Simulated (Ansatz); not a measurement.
CoO:

```
CELL_PARAMETERS angstrom
1.60222 0.92504 2.56647
-1.60222 0.92504 2.56647
0.00000 -1.85008 2.56647
ATOMIC_POSITIONS crystal
Co 0.99898 0.99898 0.99898
O 0.75102 0.75102 0.75102
```

Measurements of this composition are mostly on another form, of space group No. 225.

* Program: Ansatz 0.2.0
* Task: relaxation of cell and atoms
* Functional: PBEsol0
* Potentials or basis: Ansatz PAW
* Cutoff: 420 eV (not typed: the program's choice for these potentials)
* k mesh: 5 × 5 × 5
* Occupations: fermi-dirac, width 0.05 eV
* Spin: collinear spin, ferromagnetic start
* Starting moments: [2.0, 0.0] μB

At the start: volume 11.41 Å³/atom.

Where does the relaxation end?

It ends after 7 steps and the volume is 11.65 Å³/atom (+2.1 %); space group F-43m (No. 216, to 0.05 Å); moment 3.00 μB per cell.

Step by step:
```tsv
step	energy change (eV)	largest force (eV/Å)	volume (Å³)
1	0.0000	0.4027	22.82
2	-0.0083	0.2748	23.07
3	-0.0121	0.0953	23.27
4	-0.0126	0.0005	23.29
5	-0.0148	0.0005	23.29
6	-0.0148	0.0000	23.31
7	-0.0148	0.0000	23.31
```

Final structure:
```cif
data_structure
_symmetry_space_group_name_H-M 'P 1'
_symmetry_Int_Tables_number 1
_cell_length_a 3.2061
_cell_length_b 3.2061
_cell_length_c 3.2061
_cell_angle_alpha 60.004
_cell_angle_beta 60.004
_cell_angle_gamma 60.004
_cell_volume 23.31
loop_
_atom_site_label
_atom_site_type_symbol
_atom_site_fract_x
_atom_site_fract_y
_atom_site_fract_z
_atom_site_occupancy
Co1 Co 0.00001 0.00001 0.00001 1
O1 O 0.74999 0.74999 0.74999 1
```

Caveat: the k mesh is coarse (spacing up to 0.48 Å⁻¹), so the values aren't converged, least of all with exact exchange; the magnetic or orbital state may not be the lowest; the plane-wave basis is chosen anew once the cell has moved, so the energies of steps on either side of that aren't comparable; the pressure holds a Pulay correction of +0.7 GPa for the finite cutoff; a cell with one magnetic atom can't hold antiferromagnetic order, which such compounds often take; the PAW data sets come from PBE, with cores solved anew for the run's functional, which leaves a small shift of forces and pressure.
